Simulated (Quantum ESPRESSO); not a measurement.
# MoS2 (R3m) in Quantum ESPRESSO: reference runs

Reference runs on MoS2: the cell as given and a disturbed copy.

Everything below comes from runs of Quantum ESPRESSO 7.5. Logs are shortened: lines on timing, memory, paths and dates and some standing lists are left out, and cuts for length are marked.

## Step 1: The structure

It takes space group R3m (No. 160, trigonal). Conventional cell: a = 3.160 Å, b = 3.160 Å, c = 18.450 Å, α = 90.00°, β = 90.00°, γ = 120.00°. Around Mo (site symmetry 3m) lie 6 S at 2.39 Å. Around S (site symmetry 3m) lie 3 Mo at 2.39 Å. Around S (site symmetry 3m) lie 3 Mo at 2.39 Å.

Measurements of this composition are mostly on another form, of space group No. 194.

## Step 2: Single point, PBEsol

Input file pw.in:

```
&CONTROL
  calculation = 'scf'
  prefix = 'pwscf'
  outdir = './tmp'
  pseudo_dir = './pseudo'
  tprnfor = .true.
  tstress = .true.
  disk_io = 'low'
/
&SYSTEM
  ibrav = 0
  celldm(1) = 8
  nat = 3
  ntyp = 2
  ecutwfc = 45
  ecutrho = 360
  nbnd = 20
  occupations = 'smearing'
  smearing = 'fd'
  degauss = 0.00367493
/
&ELECTRONS
  conv_thr = 6d-10
  electron_maxstep = 120
  mixing_beta = 0.5
/
ATOMIC_SPECIES
Mo    95.9500 mo_pbesol_v1.uspp.F.UPF
S     32.0600 s_pbesol_v1.4.uspp.F.UPF
CELL_PARAMETERS alat
  0.3732209096136   0.2154791926280   1.4527269583061
 -0.3732209096136   0.2154791926280   1.4527269583061
  0.0000000000000  -0.4309583852559   1.4527269583061
ATOMIC_POSITIONS crystal
Mo     0.0000000000    0.0000000000    0.0000000000
S      0.4170000000    0.4170000000    0.4170000000
S      0.2500000000    0.2500000000    0.2500000000
K_POINTS automatic
10 10 10 0 0 0
```

Input file pp_density.in:

```
&INPUTPP
  prefix = 'pwscf'
  outdir = './tmp'
  filplot = 'density.dat'
  plot_num = 0
/
&PLOT
  nfile = 1
  filepp(1) = 'density.dat'
  iflag = 3
  output_format = 6
  fileout = 'density.cube'
/
```

Input file pp_potential.in:

```
&INPUTPP
  prefix = 'pwscf'
  outdir = './tmp'
  filplot = 'potential.dat'
  plot_num = 11
/
&PLOT
  nfile = 1
  filepp(1) = 'potential.dat'
  iflag = 3
  output_format = 6
  fileout = 'potential.cube'
/
```

Potentials or basis: GBRV 1.5 PBEsol.

The run is started by

```bash
$ OMP_NUM_THREADS=1 mpirun -n 2 pw.x -nk 2 -in pw.in > pw.out
$ OMP_NUM_THREADS=1 mpirun -n 1 pp.x -in pp_density.in > pp_density.out
$ OMP_NUM_THREADS=1 mpirun -n 1 pp.x -in pp_potential.in > pp_potential.out
```

pw.out:

```text
This program is part of the open-source Quantum ESPRESSO suite
     for quantum simulation of materials; please cite
[... 13 lines left out ...]
     --------------------
     sticks:   dense  smooth     PW     G-vecs:    dense   smooth      PW
     Sum        2013    1003    343                41357    14647    2891

     Using Slab Decomposition

     bravais-lattice index     =            0
     lattice parameter (alat)  =       8.0000  a.u.
     unit-cell volume          =     358.9025 (a.u.)^3
     number of atoms/cell      =            3
     number of atomic types    =            2
     number of electrons       =        26.00
     number of Kohn-Sham states=           20
     kinetic-energy cutoff     =      45.0000  Ry
     charge density cutoff     =     360.0000  Ry
     scf convergence threshold =      6.0E-10
     mixing beta               =       0.5000
     number of iterations used =            8  plain     mixing
     Exchange-correlation= SLA  PW   PSX  PSC
                           (   1   4  10   8   0   0   0)

     celldm(1)=   8.000000  celldm(2)=   0.000000  celldm(3)=   0.000000
     celldm(4)=   0.000000  celldm(5)=   0.000000  celldm(6)=   0.000000

     crystal axes: (cart. coord. in units of alat)
               a(1) = (   0.373221   0.215479   1.452727 )
               a(2) = (  -0.373221   0.215479   1.452727 )
               a(3) = (   0.000000  -0.430958   1.452727 )

     reciprocal axes: (cart. coord. in units 2 pi/alat)
               b(1) = (  1.339689  0.773470  0.229454 )
               b(2) = ( -1.339689  0.773470  0.229454 )
               b(3) = (  0.000000 -1.546940  0.229454 )

     PseudoPot. # 1 for Mo read from file:
     mo_pbesol_v1.uspp.F.UPF
     Pseudo is Ultrasoft + core correction, Zval = 14.0
     Generated by new atomic code, or converted to UPF format
     Using radial grid of  889 points,  6 beta functions with:
                l(1) =   0
                l(2) =   0
                l(3) =   1
                l(4) =   1
                l(5) =   2
                l(6) =   2
     Q(r) pseudized with  6 coefficients,  rinner =    1.000   1.000   1.000
                                                       1.000   1.000

     PseudoPot. # 2 for S  read from file:
     s_pbesol_v1.4.uspp.F.UPF
     Pseudo is Ultrasoft + core correction, Zval =  6.0
     Generated by new atomic code, or converted to UPF format
     Using radial grid of  907 points,  6 beta functions with:
                l(1) =   0
                l(2) =   0
                l(3) =   1
                l(4) =   1
                l(5) =   2
                l(6) =   2
     Q(r) pseudized with  8 coefficients,  rinner =    1.300   1.300   1.300
                                                       1.300   1.300

     atomic species   valence    mass     pseudopotential
     Mo               14.00    95.95000     Mo( 1.00)
     S                 6.00    32.06000     S ( 1.00)

      6 Sym. Ops. (no inversion) found

   Cartesian axes

     site n.     atom                  positions (alat units)
         1        Mo     tau(   1) = (   0.0000000   0.0000000   0.0000000  )
         2        S      tau(   2) = (  -0.0000000   0.0000000   1.8173614  )
         3        S      tau(   3) = (   0.0000000   0.0000000   1.0895452  )

     number of k points=   116  Fermi-Dirac smearing, width (Ry)=  0.0037

     Number of k-points >= 100: set verbosity='high' to print them.

     Dense  grid:    41357 G-vectors     FFT dimensions: (  75,  75,  75)

     Smooth grid:    14647 G-vectors     FFT dimensions: (  54,  54,  54)

     Initial potential from superposition of free atoms

     starting charge      25.9990, renormalised to      26.0000
     Starting wfcs are   21 randomized atomic wfcs

     Self-consistent Calculation

     iteration #  1     ecut=    45.00 Ry     beta= 0.50
     Davidson diagonalization with overlap
     ethr =  1.00E-02,  avg # of iterations =  5.4

     Threshold (ethr) on eigenvalues was too large:
     Diagonalizing with lowered threshold

     Davidson diagonalization with overlap
     ethr =  3.87E-04,  avg # of iterations =  3.5

     total energy              =    -187.54409669 Ry
     estimated scf accuracy    <       0.11402327 Ry

     iteration #  2     ecut=    45.00 Ry     beta= 0.50
     Davidson diagonalization with overlap
     ethr =  4.39E-04,  avg # of iterations =  3.0

     total energy              =    -187.54598784 Ry
     estimated scf accuracy    <       0.12830399 Ry

     iteration #  3     ecut=    45.00 Ry     beta= 0.50
     Davidson diagonalization with overlap
     ethr =  4.39E-04,  avg # of iterations =  1.9

     total energy              =    -187.57142167 Ry
     estimated scf accuracy    <       0.03117929 Ry

     iteration #  4     ecut=    45.00 Ry     beta= 0.50
     Davidson diagonalization with overlap
     ethr =  1.20E-04,  avg # of iterations =  1.2

     total energy              =    -187.57533049 Ry
     estimated scf accuracy    <       0.00067855 Ry

     iteration #  5     ecut=    45.00 Ry     beta= 0.50
     Davidson diagonalization with overlap
     c_bands:  1 eigenvalues not converged
     ethr =  2.61E-06,  avg # of iterations =  7.1

     total energy              =    -187.57542386 Ry
     estimated scf accuracy    <       0.00002616 Ry

     iteration #  6     ecut=    45.00 Ry     beta= 0.50
     Davidson diagonalization with overlap
     ethr =  1.01E-07,  avg # of iterations =  4.0

     total energy              =    -187.57543562 Ry
     estimated scf accuracy    <       0.00000353 Ry

     iteration #  7     ecut=    45.00 Ry     beta= 0.50
     Davidson diagonalization with overlap
     ethr =  1.36E-08,  avg # of iterations =  2.5

     total energy              =    -187.57543669 Ry
     estimated scf accuracy    <       0.00000223 Ry

     iteration #  8     ecut=    45.00 Ry     beta= 0.50
     Davidson diagonalization with overlap
     ethr =  8.57E-09,  avg # of iterations =  1.0

     total energy              =    -187.57543704 Ry
     estimated scf accuracy    <       0.00000004 Ry

     iteration #  9     ecut=    45.00 Ry     beta= 0.50
     Davidson diagonalization with overlap
     ethr =  1.57E-10,  avg # of iterations =  4.5

     total energy              =    -187.57543708 Ry
     estimated scf accuracy    <          8.8E-09 Ry

     iteration # 10     ecut=    45.00 Ry     beta= 0.50
     Davidson diagonalization with overlap
     ethr =  3.39E-11,  avg # of iterations =  1.9

     End of self-consistent calculation

     Number of k-points >= 100: set verbosity='high' to print the bands.

     the Fermi energy is    11.5011 ev

!    total energy              =    -187.57543708 Ry
     estimated scf accuracy    <          5.2E-10 Ry
     smearing contrib. (-TS)   =      -0.00000010 Ry
     internal energy E=F+TS    =    -187.57543698 Ry

     The total energy is F=E-TS. E is the sum of the following terms:
     one-electron contribution =     -87.50658139 Ry
     hartree contribution      =      54.92027217 Ry
     xc contribution           =     -36.03873077 Ry
     ewald contribution        =    -118.95039699 Ry

     convergence has been achieved in  10 iterations

     Forces acting on atoms (cartesian axes, Ry/au):

     atom    1 type  1   force =     0.00000000    0.00000000    0.00334454
     atom    2 type  2   force =    -0.00000000   -0.00000000    0.00607546
     atom    3 type  2   force =     0.00000000    0.00000000   -0.00942000

     Total force =     0.011698     Total SCF correction =     0.000040

     Computing stress (Cartesian axis) and pressure

          total   stress  (Ry/bohr**3)                   (kbar)     P=        0.15
  -0.00006652   0.00000000  -0.00000000           -9.78        0.00       -0.00
   0.00000000  -0.00006652   0.00000000            0.00       -9.78        0.00
  -0.00000000   0.00000000   0.00013602           -0.00        0.00       20.01

=------------------------------------------------------------------------------=
   JOB DONE.
=------------------------------------------------------------------------------=
```

Run time: 2.3 min. Hardware: 2 MPI ranks of Arm Neoverse V2, shared host; peak memory 0.36 GiB.

Results:

```yaml
Free_energy: -2552.0938 eV
Pressure: 0.0 GPa
Largest_force: 0.242 eV/Å
Band_gap_on_the_k_mesh: 0.91 eV, indirect (least direct gap 1.96 eV)
```

Forces on the atoms (eV/Å):
```
Mo   0.000  0.000  0.086
S    0.000  0.000  0.156
S    0.000  0.000 -0.242
```

Stress tensor (GPa, compression positive):
```
-0.98  0.00  0.00
 0.00 -0.98  0.00
 0.00  0.00  2.00
```

A k mesh can miss the band edges.

## Step 3: Single point, PBEsol (atoms moved at random, drawn with an rms of 0.05 Å)

Input file pw.in:

```
&CONTROL
  calculation = 'scf'
  prefix = 'pwscf'
  outdir = './tmp'
  pseudo_dir = './pseudo'
  tprnfor = .true.
  tstress = .true.
  disk_io = 'nowf'
/
&SYSTEM
  ibrav = 0
  nat = 3
  ntyp = 2
  ecutwfc = 45
  ecutrho = 360
  nbnd = 20
  occupations = 'smearing'
  smearing = 'fd'
  degauss = 0.00367493
/
&ELECTRONS
  conv_thr = 6d-10
  electron_maxstep = 120
  mixing_beta = 0.5
/
ATOMIC_SPECIES
Mo    95.9500 mo_pbesol_v1.uspp.F.UPF
S     32.0600 s_pbesol_v1.4.uspp.F.UPF
CELL_PARAMETERS angstrom
   1.5800000000    0.9122134253    6.1500000000
  -1.5800000000    0.9122134253    6.1500000000
   0.0000000000   -1.8244268506    6.1500000000
ATOMIC_POSITIONS crystal
Mo     0.0010860000   -0.0053460000    0.0022860000
S      0.3938190000    0.4317550000    0.4335890000
S      0.2419980000    0.2439430000    0.2603120000
K_POINTS automatic
10 10 10 0 0 0
```

Potentials or basis: GBRV 1.5 PBEsol.

The run is started by

```bash
$ OMP_NUM_THREADS=1 mpirun -n 2 pw.x -nk 2 -in pw.in > pw.out
```

pw.out:

```text
This program is part of the open-source Quantum ESPRESSO suite
     for quantum simulation of materials; please cite
[... 10 lines left out ...]
     --------------------
     sticks:   dense  smooth     PW     G-vecs:    dense   smooth      PW
     Sum        2013    1003    343                41357    14647    2891

     Using Slab Decomposition

     bravais-lattice index     =            0
     lattice parameter (alat)  =      12.1224  a.u.
     unit-cell volume          =     358.9025 (a.u.)^3
     number of atoms/cell      =            3
     number of atomic types    =            2
     number of electrons       =        26.00
     number of Kohn-Sham states=           20
     kinetic-energy cutoff     =      45.0000  Ry
     charge density cutoff     =     360.0000  Ry
     scf convergence threshold =      6.0E-10
     mixing beta               =       0.5000
     number of iterations used =            8  plain     mixing
     Exchange-correlation= SLA  PW   PSX  PSC
                           (   1   4  10   8   0   0   0)

     celldm(1)=  12.122418  celldm(2)=   0.000000  celldm(3)=   0.000000
     celldm(4)=   0.000000  celldm(5)=   0.000000  celldm(6)=   0.000000

     crystal axes: (cart. coord. in units of alat)
               a(1) = (   0.246301   0.142202   0.958704 )
               a(2) = (  -0.246301   0.142202   0.958704 )
               a(3) = (   0.000000  -0.284404   0.958704 )

     reciprocal axes: (cart. coord. in units 2 pi/alat)
               b(1) = (  2.030034  1.172041  0.347691 )
               b(2) = ( -2.030034  1.172041  0.347691 )
               b(3) = (  0.000000 -2.344081  0.347691 )

     PseudoPot. # 1 for Mo read from file:
     mo_pbesol_v1.uspp.F.UPF
     Pseudo is Ultrasoft + core correction, Zval = 14.0
     Generated by new atomic code, or converted to UPF format
     Using radial grid of  889 points,  6 beta functions with:
                l(1) =   0
                l(2) =   0
                l(3) =   1
                l(4) =   1
                l(5) =   2
                l(6) =   2
     Q(r) pseudized with  6 coefficients,  rinner =    1.000   1.000   1.000
                                                       1.000   1.000

     PseudoPot. # 2 for S  read from file:
     s_pbesol_v1.4.uspp.F.UPF
     Pseudo is Ultrasoft + core correction, Zval =  6.0
     Generated by new atomic code, or converted to UPF format
     Using radial grid of  907 points,  6 beta functions with:
                l(1) =   0
                l(2) =   0
                l(3) =   1
                l(4) =   1
                l(5) =   2
                l(6) =   2
     Q(r) pseudized with  8 coefficients,  rinner =    1.300   1.300   1.300
                                                       1.300   1.300

     atomic species   valence    mass     pseudopotential
     Mo               14.00    95.95000     Mo( 1.00)
     S                 6.00    32.06000     S ( 1.00)

     No symmetry found

   Cartesian axes

     site n.     atom                  positions (alat units)
         1        Mo     tau(   1) = (   0.0015842  -0.0012559  -0.0018925  )
         2        S      tau(   2) = (  -0.0093437  -0.0059162   1.2071652  )
         3        S      tau(   3) = (  -0.0004791  -0.0049320   0.7154361  )

     number of k points=   504  Fermi-Dirac smearing, width (Ry)=  0.0037

     Number of k-points >= 100: set verbosity='high' to print them.

     Dense  grid:    41357 G-vectors     FFT dimensions: (  75,  75,  75)

     Smooth grid:    14647 G-vectors     FFT dimensions: (  54,  54,  54)

     Initial potential from superposition of free atoms

     starting charge      25.9990, renormalised to      26.0000
     Starting wfcs are   21 randomized atomic wfcs

     Self-consistent Calculation

     iteration #  1     ecut=    45.00 Ry     beta= 0.50
     Davidson diagonalization with overlap
     ethr =  1.00E-02,  avg # of iterations =  5.5

     Threshold (ethr) on eigenvalues was too large:
     Diagonalizing with lowered threshold

     Davidson diagonalization with overlap
     ethr =  3.87E-04,  avg # of iterations =  3.7

     total energy              =    -187.53926281 Ry
     estimated scf accuracy    <       0.11381143 Ry

     iteration #  2     ecut=    45.00 Ry     beta= 0.50
     Davidson diagonalization with overlap
     ethr =  4.38E-04,  avg # of iterations =  2.9

     total energy              =    -187.53819887 Ry
     estimated scf accuracy    <       0.15372488 Ry

     iteration #  3     ecut=    45.00 Ry     beta= 0.50
     Davidson diagonalization with overlap
     ethr =  4.38E-04,  avg # of iterations =  1.9

     total energy              =    -187.56741010 Ry
     estimated scf accuracy    <       0.03358942 Ry

     iteration #  4     ecut=    45.00 Ry     beta= 0.50
     Davidson diagonalization with overlap
     ethr =  1.29E-04,  avg # of iterations =  1.1

     total energy              =    -187.57149612 Ry
     estimated scf accuracy    <       0.00067812 Ry

     iteration #  5     ecut=    45.00 Ry     beta= 0.50
     Davidson diagonalization with overlap
     c_bands:  1 eigenvalues not converged
     c_bands:  1 eigenvalues not converged
     c_bands:  1 eigenvalues not converged
     c_bands:  1 eigenvalues not converged
     c_bands:  1 eigenvalues not converged
     c_bands:  1 eigenvalues not converged
     ethr =  2.61E-06,  avg # of iterations =  7.7

     total energy              =    -187.57158715 Ry
     estimated scf accuracy    <       0.00003925 Ry

     iteration #  6     ecut=    45.00 Ry     beta= 0.50
     Davidson diagonalization with overlap
     ethr =  1.51E-07,  avg # of iterations =  3.3

     total energy              =    -187.57159910 Ry
     estimated scf accuracy    <       0.00001402 Ry

     iteration #  7     ecut=    45.00 Ry     beta= 0.50
     Davidson diagonalization with overlap
     ethr =  5.39E-08,  avg # of iterations =  2.0

     total energy              =    -187.57160238 Ry
     estimated scf accuracy    <       0.00000088 Ry

     iteration #  8     ecut=    45.00 Ry     beta= 0.50
     Davidson diagonalization with overlap
     ethr =  3.38E-09,  avg # of iterations =  4.1

     total energy              =    -187.57160290 Ry
     estimated scf accuracy    <       0.00000005 Ry

     iteration #  9     ecut=    45.00 Ry     beta= 0.50
     Davidson diagonalization with overlap
     ethr =  1.85E-10,  avg # of iterations =  2.6

     total energy              =    -187.57160292 Ry
     estimated scf accuracy    <          5.1E-09 Ry

     iteration # 10     ecut=    45.00 Ry     beta= 0.50
     Davidson diagonalization with overlap
     ethr =  1.98E-11,  avg # of iterations =  3.1

     End of self-consistent calculation

     Number of k-points >= 100: set verbosity='high' to print the bands.

     the Fermi energy is    11.3994 ev

!    total energy              =    -187.57160292 Ry
     estimated scf accuracy    <          2.7E-10 Ry
     smearing contrib. (-TS)   =      -0.00000013 Ry
     internal energy E=F+TS    =    -187.57160278 Ry

     The total energy is F=E-TS. E is the sum of the following terms:
     one-electron contribution =     -83.75621906 Ry
     hartree contribution      =      53.06461278 Ry
     xc contribution           =     -35.98436064 Ry
     ewald contribution        =    -120.89563587 Ry

     convergence has been achieved in  10 iterations

     Forces acting on atoms (cartesian axes, Ry/au):

     atom    1 type  1   force =    -0.02979069   -0.01956571    0.02968656
     atom    2 type  2   force =     0.02351512    0.00971491   -0.03247675
     atom    3 type  2   force =     0.00627556    0.00985080    0.00279019

     Total force =     0.063229     Total SCF correction =     0.000011

     Computing stress (Cartesian axis) and pressure

          total   stress  (Ry/bohr**3)                   (kbar)     P=      -33.03
  -0.00023244  -0.00004443   0.00013966          -34.19       -6.54       20.54
  -0.00004443  -0.00016969   0.00000146           -6.54      -24.96        0.21
   0.00013966   0.00000146  -0.00027155           20.54        0.21      -39.95

=------------------------------------------------------------------------------=
   JOB DONE.
=------------------------------------------------------------------------------=
```

Run time: 10 min. Hardware: 2 MPI ranks of Arm Neoverse V2, shared host; peak memory 0.58 GiB.

What came out:

```
Free energy            : -2552.0417 eV
Pressure               : -3.3 GPa
Largest force          : 1.193 eV/Å
Band gap on the k mesh : 0.85 eV, indirect (least direct gap 1.90 eV)
```

Forces on the atoms (eV/Å):
```
Mo  -0.766 -0.503  0.763
S    0.605  0.250 -0.835
S    0.161  0.253  0.072
```

Levels at points of the mesh, in eV from the valence-band top:
```csv
k point,band 10,band 11,band 12,band 13,band 14,band 15,band 16,band 17
"(0.00, 0.00, 0.00)",-2.30,-1.88,-1.35,-1.05,1.80,2.25,2.40,2.56
"(0.00, 0.00, -0.50)",-3.78,-2.39,-1.63,-1.29,1.67,2.06,3.20,3.66
"(0.00, -0.50, -0.50)",-3.84,-2.90,-1.70,-1.15,1.68,2.16,2.82,3.92
"(-0.50, -0.50, -0.50)",-3.16,-2.27,-1.84,0.00,1.90,2.17,2.40,2.46
"(-0.50, 0.00, 0.00)",-3.93,-2.19,-1.48,-1.38,1.74,2.05,3.32,3.44
"(0.00, -0.50, 0.00)",-3.80,-2.42,-1.63,-1.27,1.67,2.06,3.18,3.65
"(0.50, 0.00, 0.50)",-3.72,-2.96,-1.70,-1.22,1.63,2.17,3.03,3.88
"(-0.50, -0.50, 0.00)",-3.71,-2.99,-1.70,-1.23,1.62,2.17,3.01,3.86
```

A k mesh can miss the band edges.
